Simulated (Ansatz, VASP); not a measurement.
Two plane-wave programs on Mg

```
Mg
1.0
     0.00000    2.13885    2.13885
     2.13885    0.00000    2.13885
     2.13885    2.13885    0.00000
Mg
1
Direct
  0.00000 0.00000 0.00000
```

Alike in both runs: task relaxation of cell and atoms; functional PBE; k mesh 13 × 13 × 13; occupations fermi-dirac, width 0.08 eV; no spin polarisation.

|  | VASP | Ansatz |
| --- | --- | --- |
| version | VASP 6.6.1 | Ansatz 0.2.0 |
| potentials or method | VASP PAW PBE potentials, release 64 (Mg) | PAW with Ansatz's default frozen-core files, scalar-relativistic |
| plane-wave cutoff (eV) | 600 | 420 |
| valence electrons in the cell | 2 | 10 |

|  | VASP | Ansatz | Ansatz less VASP |
| --- | --- | --- | --- |
| relaxed volume (Å³/atom) | 23.05 | 23.12 | +0.074 |
| relaxed cell length with the largest relative difference (Å) | 3.194 | 3.198 | +0.0034 |
| energy change over the relaxation (meV/atom) | -77 | -80 | -2.5 |

The two sets of potentials don't hold the same shells in valence.

Caveats: the volume moved by over 15 % at a fixed basis, so the end points are rough (VASP).
